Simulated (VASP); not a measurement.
# CaS (Fm-3m) in VASP: notebook

The runs below take CaS through single point, with PBEsol.

Everything below comes from runs of VASP 6.6.1. Logs are shortened: lines on timing, memory, paths and dates and some standing lists are left out, and cuts for length are marked.

**1. The crystal as given**

The structure is cubic, space group Fm-3m (No. 225). Conventional cell: a = 5.634 Å, b = 5.634 Å, c = 5.634 Å, α = 90.00°, β = 90.00°, γ = 90.00°. Ca (site symmetry m-3m) has 6 S at 2.82 Å as nearest neighbours. S (site symmetry m-3m) has 6 Ca at 2.82 Å as nearest neighbours.

**2. Single point, PBEsol**

File INCAR:

```
PREC = Accurate
ENCUT = 520
EDIFF = 1E-7
ISMEAR = 0
SIGMA = 0.02
LREAL = False
LASPH = True
NELM = 100
ALGO = Normal
ISIF = 2
LWAVE = False
LCHARG = False
GGA = PS
NBANDS = 15
```

File KPOINTS:

```
Automatic mesh
0
Gamma
  8 8 8
```

File POSCAR:

```
CaS
1.0
    0.0000000000      2.8171861400      2.8171861400
    2.8171861400      0.0000000000      2.8171861400
    2.8171861400      2.8171861400      0.0000000000
Ca S
1 1
Direct
    0.0000000000      0.0000000000      0.0000000000
    0.5000000000      0.5000000000      0.5000000000
```

Potentials or basis: VASP PAW PBE potentials, release 64 (Ca_sv, S).

Launch:

```console
> cat potpaw_PBE.64/Ca_sv/POTCAR potpaw_PBE.64/S/POTCAR > POTCAR
> mpirun -np 1 vasp_std > vasp.out
```

OUTCAR:

```text
PREC = Accurate
   ENCUT = 520
   EDIFF = 1E-7
   ISMEAR = 0
   LREAL = False
   LASPH = True
   NELM = 100
   ISIF = 2
   GGA = PS

 ion  position               nearest neighbor table
   1  0.000  0.000  0.000-   2 2.82   2 2.82   2 2.82   2 2.82   2 2.82   2 2.82
   2  0.500  0.500  0.500-   1 2.82   1 2.82   1 2.82   1 2.82   1 2.82   1 2.82

  LATTYP: Found a face centered cubic cell.
 ALAT       =     5.6343722800

  Lattice vectors:

 A1 = (   0.0000000000,   2.8171861400,   2.8171861400)
 A2 = (   2.8171861400,   0.0000000000,   2.8171861400)
 A3 = (   2.8171861400,   2.8171861400,   0.0000000000)

Analysis of symmetry for initial positions (statically):
=====================================================================
 Subroutine PRICEL returns:
 Original cell was already a primitive cell.

 Routine SETGRP: Setting up the symmetry group for a
 face centered cubic supercell.

 Subroutine GETGRP returns: Found 48 space group operations
 (whereof 48 operations were pure point group operations)
 out of a pool of 48 trial point group operations.

The static configuration has the point symmetry O_h .

Analysis of symmetry for dynamics (positions and initial velocities):
=====================================================================
 Subroutine PRICEL returns:
 Original cell was already a primitive cell.

 Routine SETGRP: Setting up the symmetry group for a
 face centered cubic supercell.

 Subroutine GETGRP returns: Found 48 space group operations
 (whereof 48 operations were pure point group operations)
 out of a pool of 48 trial point group operations.

The dynamic configuration has the point symmetry O_h .

 Subroutine INISYM returns: Found 48 space group operations
 (whereof 48 operations are pure point group operations),
 and found     1 'primitive' translations

----------------------------------------------------------------------------------------

                                     Primitive cell

  volume of cell :      44.7174

  direct lattice vectors                    reciprocal lattice vectors
     0.000000000  2.817186140  2.817186140    -0.177482060  0.177482060  0.177482060
     2.817186140  0.000000000  2.817186140     0.177482060 -0.177482060  0.177482060
     2.817186140  2.817186140  0.000000000     0.177482060  0.177482060 -0.177482060

  length of vectors
     3.984102847  3.984102847  3.984102847     0.307407946  0.307407946  0.307407946

  position of ions in fractional coordinates (direct lattice)
     0.000000000  0.000000000  0.000000000
     0.500000000  0.500000000  0.500000000

  ion indices of the primitive-cell ions
   primitive index   ion index
                 1           1
                 2           2

----------------------------------------------------------------------------------------

 KPOINTS: Automatic mesh

Automatic generation of k-mesh.
 Grid dimensions read from file:
 generate k-points for:    8    8    8

 Generating k-lattice:

  Cartesian coordinates                     Fractional coordinates (reciprocal lattice)
    -0.022185258  0.022185258  0.022185258     0.125000000  0.000000000  0.000000000
     0.022185258 -0.022185258  0.022185258     0.000000000  0.125000000  0.000000000
     0.022185258  0.022185258 -0.022185258     0.000000000  0.000000000  0.125000000

  Length of vectors
     0.038425993  0.038425993  0.038425993

  Shift w.r.t. Gamma in fractional coordinates (k-lattice)
     0.000000000  0.000000000  0.000000000

 Subroutine IBZKPT returns following result:
 ===========================================

 Found     29 irreducible k-points:

 Following reciprocal coordinates:
            Coordinates               Weight
  0.000000  0.000000  0.000000      1.000000
  0.125000  0.000000  0.000000      8.000000
  0.250000  0.000000  0.000000      8.000000
  0.375000  0.000000  0.000000      8.000000
  0.500000  0.000000  0.000000      4.000000
  0.125000  0.125000  0.000000      6.000000
[... 16 lines left out ...]
  0.500000  0.250000  0.125000     48.000000
 -0.375000  0.250000  0.125000     24.000000
 [... further k-points ...]
   k-points           NKPTS =     29   k-points in BZ     NKDIM =     29   number of bands    NBANDS=     15
   number of dos      NEDOS =    301   number of ions     NIONS =      2
   total plane-waves  NPLWV =  27000
   dimension x,y,z NGX =    30 NGY =   30 NGZ =   30
   dimension x,y,z NGXF=    60 NGYF=   60 NGZF=   60
   ions per type =               1   1
   NGX,Y,Z   is equivalent  to a cutoff of  12.52, 12.52, 12.52 a.u.
   NGXF,Y,Z  is equivalent  to a cutoff of  25.04, 25.04, 25.04 a.u.
 SYSTEM =  unknown system
   PREC   = accura    normal or accurate (medium, high low for compatibility)
   ISTART =      0    job   : 0-new  1-cont  2-samecut
   ICHARG =      2    charge: 1-file 2-atom 10-const
   ISPIN  =      1    spin polarized calculation?
   LNONCOLLINEAR =      F non collinear calculations
   LSORBIT =      F    spin-orbit coupling
   LASPH  =      T    aspherical Exc in radial PAW
   ENCUT  =  520.0 eV  38.22 Ry    6.18 a.u.   7.41  7.41  7.41*2*pi/ulx,y,z
   NELM   =    100;   NELMIN=  2; NELMDL= -5     # of ELM steps
   EDIFF  = 0.1E-06   stopping-criterion for ELM
   LREAL  =      F    real-space projection
   EDIFFG = 0.1E-05   stopping-criterion for IOM
   NSW    =      0    number of steps for IOM
   IBRION =     -1    ionic relax: 0-MD 1-quasi-New 2-CG
   NFREE  =      0    steps in history (QN), initial steepest desc. (CG)
   ISIF   =      2    stress and relaxation
   ISYM   =      2    0-nonsym 1-usesym 2-fastsym
   POTIM  = 0.5000    time-step for ionic-motion
   TEBEG  =    0.0;   TEEND  =   0.0 temperature during run
   PSTRESS=    0.0 pullay stress
   NELECT =      16.0000    total number of electrons
   NUPDOWN=      -1.0000    fix difference up-down
   EMIN   =  10.00;   EMAX   =-10.00  energy-range for DOS
   EFERMI =   0.00;   METHOD = LEGACY
   ISMEAR =     0;   SIGMA  =   0.02  broadening in eV -4-tet -1-fermi 0-gaus
   EFERMI_NEDOS =   21; number of points for ismear=-14 and -15
   IALGO  =     38    algorithm
   IMIX   =      4    mixing-type and parameters
     AMIX     =   0.40;   BMIX     =  1.00
     AMIX_MAG =   1.60;   BMIX_MAG =  1.00
  volume/ion in A,a.u.               =      22.36       150.88
  Fermi-wavevector in a.u.,A,eV,Ry     =   1.162223  2.196282 18.378221  1.350761
  Thomas-Fermi vector in A             =   2.298786
   LORBIT       =      0    0 simple, 1 ext, 2 COOP (PROOUT), +10 PAW based schemes
   GGA     = PS    functional components
   LHFCALC =     F    Hartree Fock is set to
   AEXX    =    0.0000 exact exchange contribution
   IVDW    =     0    specifies the selected vdW correction
   LEPSILON=     F    determine dielectric tensor
   LRPA    =     F    only Hartree local field effects (RPA)
 non-spin polarized calculation
 Gauss-broadening in eV      SIGMA  =   0.02
  energy-cutoff  :      520.00
  volume of cell :       44.72
 maximum number of plane-waves:      1243
 NGX is ok and might be reduce to    30
   NGX = 15   NGY = 15   NGZ = 15

 number of electron      16.0000000 magnetization

 Free energy of the ion-electron system (eV)
  ---------------------------------------------------
  ext. energy  EPLUGINS =         0.00000000
  ---------------------------------------------------
  free energy    TOTEN  =       -10.91642820 eV

  energy without entropy =      -10.91642820  energy(sigma->0) =      -10.91642820

 E-fermi :   3.0105     XC(G=0):  -9.6463

 val. band max:        2.8813321175   @ k =   0.0000   0.0000   0.0000
 cond. band min:       5.0354608483   @ k =   0.5000   0.5000   0.0000
 fundamental gap:      2.1541287308
 Fermi energy:         3.0104600109

 k-point     1 :       0.0000    0.0000    0.0000
  band No.  band energies     occupation
      1     -36.0057      2.00000
      2     -17.0722      2.00000
      3     -17.0722      2.00000
      4     -17.0722      2.00000
      5      -8.5577      2.00000
      6       2.8813      2.00000
      7       2.8813      2.00000
      8       2.8813      2.00000
      9       6.9569      0.00000
     10       6.9569      0.00000
     11       6.9569      0.00000
     12       7.0517      0.00000
     13       7.6147      0.00000
     14       7.6147      0.00000
     15      13.5909      0.00000

 k-point     2 :       0.1250    0.0000    0.0000
  band No.  band energies     occupation
      1     -36.0036      2.00000
      2     -17.1027      2.00000
      3     -17.0744      2.00000
      4     -17.0744      2.00000
      5      -8.4382      2.00000
      6       2.1782      2.00000
      7       2.6347      2.00000
      8       2.6347      2.00000
      9       6.9592      0.00000
     10       7.2000      0.00000
     11       7.2000      0.00000
     12       7.8446      0.00000
     13       8.0520      0.00000
     14       8.0520      0.00000
     15      13.8433      0.00000

 k-point     3 :       0.2500    0.0000    0.0000
  band No.  band energies     occupation
      1     -35.9986      2.00000
      2     -17.1751      2.00000
      3     -17.0799      2.00000
      4     -17.0799      2.00000
      5      -8.1342      2.00000
      6       0.9491      2.00000
      7       2.1560      2.00000
      8       2.1560      2.00000
      9       7.0787      0.00000
     10       7.8150      0.00000
     11       7.8150      0.00000
     12       9.1329      0.00000
     13       9.1329      0.00000
     14       9.2247      0.00000
     15      13.3614      0.00000

 k-point     4 :       0.3750    0.0000    0.0000
  band No.  band energies     occupation
      1     -35.9936      2.00000
      2     -17.2451      2.00000
      3     -17.0853      2.00000
      4     -17.0853      2.00000
      5      -7.8019      2.00000
      6      -0.0245      2.00000
      7       1.7747      2.00000
      8       1.7747      2.00000
      9       7.5135      0.00000
     10       8.6408      0.00000
     11       8.6408      0.00000
     12       9.5351      0.00000
     13      10.3661      0.00000
     14      10.3661      0.00000
     15      12.8459      0.00000
[... 307 lines left out ...]
 k-point    22 :       0.3750    0.2500    0.1250
  band No.  band energies     occupation
      1     -35.9950      2.00000
      2     -17.1863      2.00000
      3     -17.1117      2.00000
      4     -17.0888      2.00000
      5      -7.9915      2.00000
      6       0.6077      2.00000
      7       1.9674      2.00000
      8       1.9746      2.00000
      9       6.5747      0.00000
     10       8.2068      0.00000
     11       8.6226      0.00000
     12       8.7834      0.00000
     13       9.3652      0.00000
     14      11.0874      0.00000
     15      12.6426      0.00000

 k-point    23 :       0.5000    0.2500    0.1250
  band No.  band energies     occupation
      1     -35.9910      2.00000
      2     -17.2210      2.00000
      3     -17.1274      2.00000
      4     -17.0976      2.00000
      5      -7.7878      2.00000
      6       0.2364      2.00000
      7       1.4853      2.00000
      8       1.7276      2.00000
      9       7.1138      0.00000
     10       8.7835      0.00000
     11       9.0803      0.00000
     12       9.2282      0.00000
     13       9.8557      0.00000
     14      11.4551      0.00000
     15      11.8063      0.00000

 k-point    24 :      -0.3750    0.2500    0.1250
  band No.  band energies     occupation
      1     -35.9893      2.00000
      2     -17.2360      2.00000
      3     -17.1311      2.00000
      4     -17.1031      2.00000
      5      -7.7006      2.00000
      6       0.0971      2.00000
      7       1.2875      2.00000
      8       1.6335      2.00000
      9       7.8154      0.00000
     10       8.1656      0.00000
     11       9.4039      0.00000
     12       9.7386      0.00000
     13      10.0243      0.00000
     14      10.9697      0.00000
     15      12.3664      0.00000

 [... further k-points ...]

------------------------ aborting loop because EDIFF is reached ----------------------------------------

  FORCE on cell =-STRESS in cart. coord.  units (eV):
  Direction    XX          YY          ZZ          XY          YZ          ZX
  --------------------------------------------------------------------------------------
  -------------------------------------------------------------------------------------
  Total        0.0435042      0.0435042      0.0435042      0.0000000     -0.0000000      0.0000000
  in kB        1.5587076      1.5587076      1.5587076      0.0000000     -0.0000000      0.0000000
  external PRESSURE =       1.5587076 kB  Pullay stress =       0.0000000 kB

 VOLUME and BASIS-vectors are now :
 -----------------------------------------------------------------------------
  energy-cutoff  :      520.00
  volume of cell :       44.72
      direct lattice vectors                 reciprocal lattice vectors
     0.000000000  2.817186140  2.817186140    -0.177482060  0.177482060  0.177482060
     2.817186140  0.000000000  2.817186140     0.177482060 -0.177482060  0.177482060
     2.817186140  2.817186140  0.000000000     0.177482060  0.177482060 -0.177482060

 POSITION                                       TOTAL-FORCE (eV/Angst)
 -----------------------------------------------------------------------------------
      0.00000      0.00000      0.00000         0.000000      0.000000      0.000000
      2.81719      2.81719      2.81719        -0.000000     -0.000000     -0.000000
 -----------------------------------------------------------------------------------
    total drift:                               -0.000000      0.000000      0.000000

  FREE ENERGIE OF THE ION-ELECTRON SYSTEM (eV)
  ---------------------------------------------------
  free  energy   TOTEN  =       -10.9164282036 eV

  energy  without entropy=      -10.9164282036  energy(sigma->0) =      -10.91642820
```

Run time: 16 s. Hardware: 1 thread of Intel Xeon Platinum 8488C (Sapphire Rapids), shared host; peak memory 0.17 GiB.

Results:

```
Free energy            : -10.9164 eV
Pressure               : 0.2 GPa
Band gap on the k mesh : 2.15 eV, indirect (least direct gap 3.00 eV)
```

Levels at points of the mesh, in eV from the valence-band top:
```tsv
k point	band 6	band 7	band 8	band 9	band 10	band 11
(0.00, 0.00, 0.00)	0.00	0.00	0.00	4.08	4.08	4.08
(0.50, 0.00, 0.00)	-3.28	-1.25	-1.25	5.12	6.12	6.26
(0.50, 0.50, 0.00)	-2.39	-0.84	-0.84	2.15	5.64	6.05
```

Caveat: the PAW data sets were made with another functional, which shifts forces and pressure a little.

**3. Single point, PBEsol (Ca replaced by Ba, lengths x 1.083, strained and moved within the space group)**

File INCAR:

```
PREC     = Accurate       # precision mode
ENCUT    = 520            # plane-wave cutoff, eV
EDIFF    = 1E-6           # SCF threshold, eV
ISMEAR   = 0              # smearing method
SIGMA    = 0.02           # smearing width, eV
LREAL    = False          # projectors in reciprocal space
LASPH    = True           # aspherical terms in the spheres
NELM     = 80             # most SCF steps
ALGO     = Normal         # electronic algorithm
ISIF     = 2              # what is computed and relaxed
LWAVE    = False          # write WAVECAR
LCHARG   = False          # write CHGCAR
GGA      = PS             # functional
NBANDS   = 15             # bands
```

File KPOINTS:

```
regular mesh
0
Gamma
  8 8 8
```

File POSCAR:

```
BaS
1.0
    0.0000000000      3.2078039663      3.2078039663
    3.2078039663      0.0000000000      3.2078039663
    3.2078039663      3.2078039663      0.0000000000
Ba S
1 1
Direct
    0.0000000000      0.0000000000      0.0000000000
    0.5000000000      0.5000000000      0.5000000000
```

Potentials or basis: VASP PAW PBE potentials, release 64 (Ba_sv, S).

Launch:

```console
> cat potpaw_PBE.64/Ba_sv/POTCAR potpaw_PBE.64/S/POTCAR > POTCAR
> mpirun -np 1 vasp_std > vasp.out
```

Wall time 12 s (1 thread of Intel Xeon 6975P-C (Granite Rapids), shared host); peak memory 0.21 GiB.

Results (log left out):

```yaml
Free_energy: -10.7138 eV
Pressure: -1.1 GPa
Band_gap_on_the_k_mesh: 2.01 eV, indirect (least direct gap 2.15 eV)
```

Levels at points of the mesh, in eV from the valence-band top:
| k point | band 5 | band 6 | band 7 | band 8 | band 9 | band 10 | band 11 | band 12 |
| --- | --- | --- | --- | --- | --- | --- | --- | --- |
| (0.00, 0.00, 0.00) | -10.33 | 0.00 | 0.00 | 0.00 | 3.35 | 3.78 | 3.78 | 3.78 |
| (0.50, 0.00, 0.00) | -9.12 | -1.97 | -1.08 | -1.08 | 5.42 | 5.48 | 6.21 | 6.21 |
| (0.50, 0.50, 0.00) | -10.23 | -0.56 | -0.15 | -0.15 | 2.01 | 5.84 | 5.87 | 7.42 |

Caveat: the PAW data sets were made with another functional, which shifts forces and pressure a little; spin-orbit coupling is left out, which moves the levels of the heavy elements. A k mesh can miss the band edges.
